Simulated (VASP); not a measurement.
# GaP in VASP: relaxing the cell with several functionals

Cell and atoms of GaP built on the CsCl prototype are relaxed with PBEsol and LDA. The results are then set beside those of Ansatz 0.2.0 from the same starts. This is a trial cell built on a prototype, not taken from a measured structure, and it needn't be the compound's ground state.

Program: VASP 6.6.1. PAW datasets, plane waves, zero pressure. Spin-unpolarised throughout. Whether this structure exists isn't addressed.

## Step 1: The cell

The cell comes from an earlier relaxation with PBE in another program.

Space group Pm-3m (No. 221), cubic; a = 3.207 Å in the conventional setting, 16.49 Å³ an atom. Near Ga stand 8 P at 2.78 Å; near P stand 8 Ga at 2.78 Å.

Coordinates:

```cif
data_structure
_symmetry_space_group_name_H-M 'P 1'
_symmetry_Int_Tables_number 1
_cell_length_a 3.2067
_cell_length_b 3.2067
_cell_length_c 3.2067
_cell_angle_alpha 90.000
_cell_angle_beta 90.000
_cell_angle_gamma 90.000
_cell_volume 32.97
loop_
_atom_site_label
_atom_site_type_symbol
_atom_site_fract_x
_atom_site_fract_y
_atom_site_fract_z
_atom_site_occupancy
Ga1 Ga 0.00000 0.00000 0.00000 1
P1 P 0.50000 0.50000 0.50000 1
```

## Step 2: Relaxation with PBEsol

File INCAR:

```
ENCUT = 600.000000
SIGMA = 0.020000
EDIFF = 1.00e-07
EDIFFG = -5.00e-03
GGA = PS
PREC = Accurate
IBRION = 2
ISIF = 3
ISMEAR = -1
NBANDS = 16
NELM = 120
NSW = 40
LASPH = .TRUE.
LCHARG = .FALSE.
LWAVE = .FALSE.
LREAL = .FALSE.
```

File KPOINTS:

```
KPOINTS created by Atomic Simulation Environment
0
Gamma
8 8 8
0 0 0
```

File POSCAR:

```
Ga P
 1.0000000000000000
     3.2067216877742806   -0.0000000000000000   -0.0000000000000000
     0.0000000000000000    3.2067216877742806    0.0000000000000000
    -0.0000000000000000    0.0000000000000000    3.2067216877742806
 Ga  P
   1   1
Cartesian
  0.0000000000000000 -0.0000000000000000 -0.0000000000000000
  1.6033608438871401  1.6033608438871401  1.6033608438871401
```

The run uses the recommended PBE PAW datasets (18 valence electrons a neutral cell).

Started as:

```console
> mpirun -np 1 vasp_std
```

The first run moved the cell so far that it was started again from its end, on a fresh basis. The second run's POSCAR:

```
Ga P
 1.0000000000000000
     3.1586844701517158    0.0000000000000000    0.0000000000000000
    -0.0000000000000000    3.1586844701517158   -0.0000000000000000
     0.0000000000000000   -0.0000000000000000    3.1586844701517158
 Ga  P
   1   1
Cartesian
  0.0000000000000000  0.0000000000000000  0.0000000000000000
  1.5793422350758579  1.5793422350758579  1.5793422350758579
```

The files below are the second run's.

Standard output, without the iteration lines:

```text
POSCAR found type information on POSCAR GaP
 POSCAR found :  2 types and       2 ions
 -----------------------------------------------------------------------------
|                                                                             |
|                                                                             |
|     You enforced a specific xc type in the INCAR file but a different       |
|     I HOPE YOU KNOW WHAT YOU ARE DOING!                                     |
|                                                                             |
 -----------------------------------------------------------------------------

 LDA part: xc-table for (Slater+PW92), standard interpolation
 POSCAR, INCAR and KPOINTS ok, starting setup
 FFT: planning ... GRIDC
 FFT: planning ... GRID_SOFT
 FFT: planning ... GRID
 WAVECAR not read
 WARNING: random wavefunctions but no delay for mixing, default for NELMDL
 entering main loop
 curvature:   0.00 expect dE= 0.000E+00 dE for cont linesearch  0.000E+00
 search vector abs. value=  0.586E-06
 reached required accuracy - stopping structural energy minimisation
```

OSZICAR:

```text
N       E                     dE             d eps       ncg     rms          rms(c)
DAV:   1     0.786565671457E+02    0.78657E+02   -0.95096E+03  1192   0.194E+03
DAV:   2    -0.341746021620E+01   -0.82074E+02   -0.78372E+02  1288   0.325E+02
DAV:   3    -0.862452154554E+01   -0.52071E+01   -0.51656E+01  1416   0.616E+01
DAV:   4    -0.868593767792E+01   -0.61416E-01   -0.61404E-01  1352   0.688E+00
DAV:   5    -0.868692124592E+01   -0.98357E-03   -0.98338E-03  1480   0.826E-01    0.346E+00
DAV:   6    -0.860216549838E+01    0.84756E-01   -0.12749E-01  1456   0.867E+00    0.199E+00
DAV:   7    -0.858754818240E+01    0.14617E-01   -0.24384E-02  1704   0.194E+00    0.585E-01
DAV:   8    -0.858576577114E+01    0.17824E-02   -0.33679E-03  1384   0.838E-01    0.473E-02
DAV:   9    -0.858575609681E+01    0.96743E-05   -0.22009E-04  1672   0.200E-01    0.396E-02
DAV:  10    -0.858575687641E+01   -0.77960E-06   -0.73031E-06  1272   0.271E-02    0.284E-02
DAV:  11    -0.858575815062E+01   -0.12742E-05   -0.25619E-06  1512   0.298E-02    0.692E-03
DAV:  12    -0.858575833028E+01   -0.17966E-06   -0.14572E-07  1040   0.416E-03    0.139E-03
DAV:  13    -0.858575830459E+01    0.25691E-07   -0.11698E-08   784   0.123E-03
   1 F= -.85857583E+01 E0= -.85848484E+01  d E =-.858576E+01
```

Parts of OUTCAR:

```text
k-points           NKPTS =     35   k-points in BZ     NKDIM =     35   number of bands    NBANDS=     16

   NELECT =      18.0000    total number of electrons

   dimension x,y,z NGX =    28 NGY =   28 NGZ =   28
   dimension x,y,z NGXF=    56 NGYF=   56 NGZF=   56

  energy-cutoff  :      600.00
  volume of cell :       31.52
      direct lattice vectors                 reciprocal lattice vectors
     3.158684470  0.000000000  0.000000000     0.316587494  0.000000000  0.000000000
     0.000000000  3.158684470  0.000000000     0.000000000  0.316587494  0.000000000
     0.000000000  0.000000000  3.158684470     0.000000000  0.000000000  0.316587494

 k-points in reciprocal lattice and weights: KPOINTS created by Atomic Simulation Env
   0.00000000  0.00000000  0.00000000       0.002
   0.12500000  0.00000000  0.00000000       0.012
   0.25000000  0.00000000  0.00000000       0.012
   0.37500000  0.00000000  0.00000000       0.012
   0.50000000  0.00000000  0.00000000       0.006
   0.12500000  0.12500000  0.00000000       0.023
   0.25000000  0.12500000  0.00000000       0.047
   0.37500000  0.12500000  0.00000000       0.047
[... 27 more k-points ...]

 E-fermi :   7.8569

 k-point     1 :       0.0000    0.0000    0.0000
  band No.  band energies     occupation
      1      -7.1640      2.00000
      2      -7.1640      2.00000
      3      -6.9950      2.00000
      4      -6.9950      2.00000
      5      -6.9950      2.00000
      6      -6.4193      2.00000
      7       6.8925      2.00000
      8       6.8925      2.00000
      9       6.8925      2.00000
     10       6.9980      2.00000
     11      11.9992      0.00000
     12      11.9992      0.00000
     13      18.8391      0.00000
     14      18.8391      0.00000
     15      18.8391      0.00000
     16      21.9280      0.00000

 k-point     2 :       0.1250    0.0000    0.0000
  band No.  band energies     occupation
      1      -7.1613      2.00000
      2      -7.1453      2.00000
      3      -7.0053      2.00000
      4      -7.0053      2.00000
      5      -6.9939      2.00000
      6      -6.2031      2.00000
      7       4.5545      2.00000
      8       7.0986      2.00000
      9       7.0986      2.00000
     10       8.3234      0.00000
     11      12.1880      0.00000
     12      13.4746      0.00000
     13      17.5724      0.00000
     14      17.5724      0.00000
     15      17.9893      0.00000
     16      22.0473      0.00000

 k-point     3 :       0.2500    0.0000    0.0000
  band No.  band energies     occupation
      1      -7.1546      2.00000
      2      -7.1029      2.00000
      3      -7.0297      2.00000
      4      -7.0297      2.00000
      5      -6.9912      2.00000
      6      -5.5650      2.00000
      7       2.0005      2.00000
      8       7.6865      1.99960
      9       7.6865      1.99960
     10       9.1978      0.00000
     11      12.7369      0.00000
     12      14.9923      0.00000
     13      15.4357      0.00000
     14      15.4357      0.00000
     15      17.9423      0.00000
     16      20.5416      0.00000

 k-point     4 :       0.3750    0.0000    0.0000
  band No.  band energies     occupation
      1      -7.1480      2.00000
      2      -7.0622      2.00000
      3      -7.0539      2.00000
      4      -7.0539      2.00000
      5      -6.9886      2.00000
      6      -4.5863      2.00000
      7      -0.1989      2.00000
      8       8.5147      0.00000
      9       8.5147      0.00000
     10      10.2565      0.00000
     11      13.4173      0.00000
     12      13.5416      0.00000
     13      13.5504      0.00000
     14      13.5504      0.00000
     15      18.3968      0.00000
     16      21.5271      0.00000

[... the tables of k-points 5 to 35 left out ...]

  Total        0.0028451      0.0028451      0.0028451     -0.0000000     -0.0000000      0.0000000
  in kB        0.1446394      0.1446394      0.1446394     -0.0000000     -0.0000000      0.0000000
  external PRESSURE =       0.1446394 kB  Pullay stress =       0.0000000 kB

 POSITION                                       TOTAL-FORCE (eV/Angst)
 -----------------------------------------------------------------------------------
      0.00000      0.00000      0.00000         0.000000      0.000000      0.000000
      1.57934      1.57934      1.57934         0.000000      0.000000      0.000000
 -----------------------------------------------------------------------------------
    total drift:                               -0.000000      0.000000     -0.000000

  FREE ENERGIE OF THE ION-ELECTRON SYSTEM (eV)
  ---------------------------------------------------
  free  energy   TOTEN  =        -8.5857583046 eV

  energy  without entropy=       -8.5839385760  energy(sigma->0) =       -8.58484844
```

CONTCAR

```
Ga P
   1.00000000000000
     3.1586844701517158    0.0000000000000000    0.0000000000000000
     0.0000000000000000    3.1586844701517158    0.0000000000000000
     0.0000000000000000    0.0000000000000000    3.1586844701517158
  Ga              P
     1     1
Direct
     0.0000000000000000    0.0000000000000000    0.0000000000000000
     0.5000000000000000    0.5000000000000000    0.5000000000000000

  0.00000000E+00  0.00000000E+00  0.00000000E+00
  0.00000000E+00  0.00000000E+00  0.00000000E+00
```

Hardware: 1 MPI rank of Intel Xeon 6975P-C, shared host.

|  | before | after | change |
| --- | --- | --- | --- |
| a (Å) | 3.207 | 3.159 | -1.50 % |
| volume (Å³/atom) | 16.487 | 15.758 | -4.43 % |
| shortest distance (Å) | 2.777 | 2.736 | -1.50 % |
| space group | Pm-3m | Pm-3m | same |

## Step 3: Relaxation with LDA

INCAR: that of step 2 with these lines changed.

```diff
@@ -4,3 +4,3 @@
 EDIFFG = -5.00e-03
-GGA = PS
+GGA = CA
 PREC = Accurate
```

KPOINTS is that of step 2.

POSCAR is that of step 2.

Potentials: the recommended LDA PAW datasets, 18 valence electrons in the neutral cell.

Started as:

```console
> mpirun -np 1 vasp_std
```

The first run moved the cell so far that it was started again from its end, on a fresh basis. The second run's POSCAR:

```
Ga P
 1.0000000000000000
     3.1382179780961801   -0.0000000000000000    0.0000000000000000
    -0.0000000000000000    3.1382179780961801    0.0000000000000000
    -0.0000000000000000    0.0000000000000000    3.1382179780961801
 Ga  P
   1   1
Cartesian
  0.0000000000000000  3.1382179780961796  3.1382179780961796
  1.5691089890480898  1.5691089890480898  1.5691089890480898
```

The files below are the second run's.

Standard output, without the iteration lines:

```text
POSCAR found type information on POSCAR GaP
 POSCAR found :  2 types and       2 ions
 LDA part: xc-table for (Slater(with rela. corr.)+CA(PZ))
 , standard interpolation
 POSCAR, INCAR and KPOINTS ok, starting setup
 FFT: planning ... GRIDC
 FFT: planning ... GRID_SOFT
 FFT: planning ... GRID
 WAVECAR not read
 WARNING: random wavefunctions but no delay for mixing, default for NELMDL
 entering main loop
 curvature:   0.00 expect dE= 0.000E+00 dE for cont linesearch  0.000E+00
 search vector abs. value=  0.904E-05
 bond charge predicted
 reached required accuracy - stopping structural energy minimisation
```

OSZICAR:

```text
N       E                     dE             d eps       ncg     rms          rms(c)
DAV:   1     0.751310227525E+02    0.75131E+02   -0.96353E+03  1216   0.192E+03
DAV:   2    -0.396957544950E+01   -0.79101E+02   -0.75756E+02  1248   0.322E+02
DAV:   3    -0.911588636892E+01   -0.51463E+01   -0.51086E+01  1496   0.610E+01
DAV:   4    -0.917364193988E+01   -0.57756E-01   -0.57743E-01  1304   0.661E+00
DAV:   5    -0.917466710761E+01   -0.10252E-02   -0.10251E-02  1480   0.870E-01    0.370E+00
DAV:   6    -0.908751877320E+01    0.87148E-01   -0.11952E-01  1504   0.801E+00    0.216E+00
DAV:   7    -0.907221158165E+01    0.15307E-01   -0.25167E-02  1696   0.170E+00    0.642E-01
DAV:   8    -0.907048880039E+01    0.17228E-02   -0.34725E-03  1424   0.840E-01    0.574E-02
DAV:   9    -0.907047027957E+01    0.18521E-04   -0.26087E-04  1624   0.234E-01    0.455E-02
DAV:  10    -0.907047037622E+01   -0.96648E-07   -0.98282E-06  1288   0.306E-02    0.352E-02
DAV:  11    -0.907046923177E+01    0.11444E-05   -0.40643E-06  1504   0.366E-02    0.275E-03
DAV:  12    -0.907046922538E+01    0.63892E-08   -0.18011E-07  1160   0.415E-03
   1 F= -.90704692E+01 E0= -.90695035E+01  d E =-.907047E+01
       N       E                     dE             d eps       ncg     rms          rms(c)
DAV:   1    -0.907056865696E+01   -0.99425E-04   -0.12328E-03  1240   0.627E-01    0.577E-02
DAV:   2    -0.907049174373E+01    0.76913E-04   -0.12190E-04  1376   0.241E-01    0.264E-02
DAV:   3    -0.907047202354E+01    0.19720E-04   -0.18929E-05  1424   0.846E-02    0.555E-03
DAV:   4    -0.907047024819E+01    0.17753E-05   -0.15878E-06  1440   0.160E-02    0.193E-03
DAV:   5    -0.907046994974E+01    0.29845E-06   -0.17711E-07   928   0.577E-03    0.289E-04
DAV:   6    -0.907046994978E+01   -0.39108E-10   -0.13717E-08   624   0.117E-03
   2 F= -.90704699E+01 E0= -.90695046E+01  d E =-.724397E-06
```

OUTCAR, selected sections:

```text
k-points           NKPTS =     35   k-points in BZ     NKDIM =     35   number of bands    NBANDS=     16

   NELECT =      18.0000    total number of electrons

   dimension x,y,z NGX =    28 NGY =   28 NGZ =   28
   dimension x,y,z NGXF=    56 NGYF=   56 NGZF=   56

  energy-cutoff  :      600.00
  volume of cell :       30.88
      direct lattice vectors                 reciprocal lattice vectors
     3.137372113 -0.000000000  0.000000000     0.318738092 -0.000000000  0.000000000
     0.000000000  3.137372113  0.000000000     0.000000000  0.318738092  0.000000000
    -0.000000000 -0.000000000  3.137372113    -0.000000000 -0.000000000  0.318738092

 k-points in reciprocal lattice and weights: KPOINTS created by Atomic Simulation Env
   0.00000000  0.00000000  0.00000000       0.002
   0.12500000  0.00000000  0.00000000       0.012
   0.25000000  0.00000000  0.00000000       0.012
   0.37500000  0.00000000  0.00000000       0.012
   0.50000000  0.00000000  0.00000000       0.006
   0.12500000  0.12500000  0.00000000       0.023
   0.25000000  0.12500000  0.00000000       0.047
   0.37500000  0.12500000  0.00000000       0.047
[... 27 more k-points ...]

 E-fermi :   8.0607

 k-point     1 :       0.0000    0.0000    0.0000
  band No.  band energies     occupation
      1      -7.1526      2.00000
      2      -7.1526      2.00000
      3      -6.9765      2.00000
      4      -6.9765      2.00000
      5      -6.9765      2.00000
      6      -6.3612      2.00000
      7       7.0727      2.00000
      8       7.0727      2.00000
      9       7.0727      2.00000
     10       7.2429      2.00000
     11      12.2464      0.00000
     12      12.2464      0.00000
     13      19.1098      0.00000
     14      19.1098      0.00000
     15      19.1098      0.00000
     16      22.2260      0.00000

 k-point     2 :       0.1250    0.0000    0.0000
  band No.  band energies     occupation
      1      -7.1497      2.00000
      2      -7.1331      2.00000
      3      -6.9872      2.00000
      4      -6.9872      2.00000
      5      -6.9753      2.00000
      6      -6.1413      2.00000
      7       4.7294      2.00000
      8       7.2825      2.00000
      9       7.2825      2.00000
     10       8.5597      0.00000
     11      12.4361      0.00000
     12      13.7387      0.00000
     13      17.8303      0.00000
     14      17.8303      0.00000
     15      18.2634      0.00000
     16      22.3445      0.00000

 k-point     3 :       0.2500    0.0000    0.0000
  band No.  band energies     occupation
      1      -7.1428      2.00000
      2      -7.0888      2.00000
      3      -7.0127      2.00000
      4      -7.0127      2.00000
      5      -6.9725      2.00000
      6      -5.4909      2.00000
      7       2.1385      2.00000
      8       7.8817      1.99974
      9       7.8817      1.99974
     10       9.4425      0.00000
     11      12.9868      0.00000
     12      15.2739      0.00000
     13      15.6706      0.00000
     14      15.6706      0.00000
     15      18.2299      0.00000
     16      20.9074      0.00000

 k-point     4 :       0.3750    0.0000    0.0000
  band No.  band energies     occupation
      1      -7.1359      2.00000
      2      -7.0464      2.00000
      3      -7.0380      2.00000
      4      -7.0380      2.00000
      5      -6.9697      2.00000
      6      -4.4882      2.00000
      7      -0.0999      2.00000
      8       8.7294      0.00000
      9       8.7294      0.00000
     10      10.5094      0.00000
     11      13.6858      0.00000
     12      13.7579      0.00000
     13      13.7579      0.00000
     14      13.7910      0.00000
     15      18.7480      0.00000
     16      21.8478      0.00000

[... the tables of k-points 5 to 35 left out ...]

  Total        0.0067565      0.0067565      0.0067565     -0.0000000     -0.0000000     -0.0000000
  in kB        0.3505366      0.3505366      0.3505366     -0.0000000     -0.0000000     -0.0000000
  external PRESSURE =       0.3505366 kB  Pullay stress =       0.0000000 kB

 POSITION                                       TOTAL-FORCE (eV/Angst)
 -----------------------------------------------------------------------------------
      0.00000      0.00000      0.00000         0.000000      0.000000      0.000000
      1.56869      1.56869      1.56869        -0.000000     -0.000000      0.000000
 -----------------------------------------------------------------------------------
    total drift:                               -0.000000      0.000000     -0.000000

  FREE ENERGIE OF THE ION-ELECTRON SYSTEM (eV)
  ---------------------------------------------------
  free  energy   TOTEN  =        -9.0704699498 eV

  energy  without entropy=       -9.0685392132  energy(sigma->0) =       -9.06950458
```

CONTCAR

```
Ga P
   1.00000000000000
     3.1373721125391705   -0.0000000000000000    0.0000000000000001
     0.0000000000000000    3.1373721125391705    0.0000000000000000
    -0.0000000000000000   -0.0000000000000000    3.1373721125391705
  Ga              P
     1     1
Direct
     0.0000000000000000    0.0000000000000000    0.0000000000000000
     0.5000000000000000    0.5000000000000000    0.5000000000000000

  0.00000000E+00  0.00000000E+00  0.00000000E+00
  0.00000000E+00  0.00000000E+00  0.00000000E+00
```

Hardware: 1 MPI rank of Intel Xeon 6975P-C, shared host.

The steps:

| step | energy change (meV/atom) | largest force (eV/Å) | pressure (GPa) | volume (Å³/atom) |
| --- | --- | --- | --- | --- |
| 1 | 0.0 | 0.0000 | -0.06 | 15.453 |
| 2 | 0.0 | 0.0000 | 0.04 | 15.441 |

```
                       before   after   change
                a (Å)   3.207   3.137  -2.16 %
     volume (Å³/atom)  16.487  15.441  -6.35 %
shortest distance (Å)   2.777   2.717  -2.16 %
          space group   Pm-3m   Pm-3m     same
```

## Step 4: Results

| level | a (Å) | volume (Å³/atom) | space group | Ansatz: volume (Å³/atom) |
| --- | --- | --- | --- | --- |
| PBEsol | 3.159 | 15.758 | Pm-3m | 15.737 |
| LDA | 3.137 | 15.441 | Pm-3m | 15.427 |

The PBEsol run changed the volume by -4.4 % from its own start of 16.49 Å³/atom. The volume spreads over 2.1 %, from LDA to PBEsol. The two programs differ by at most 0.13 % in volume, much less than the spread of the functionals. Datasets and cutoffs are each program's own. LDA means the Perdew–Zunger form in VASP and the Perdew–Wang form in Ansatz.
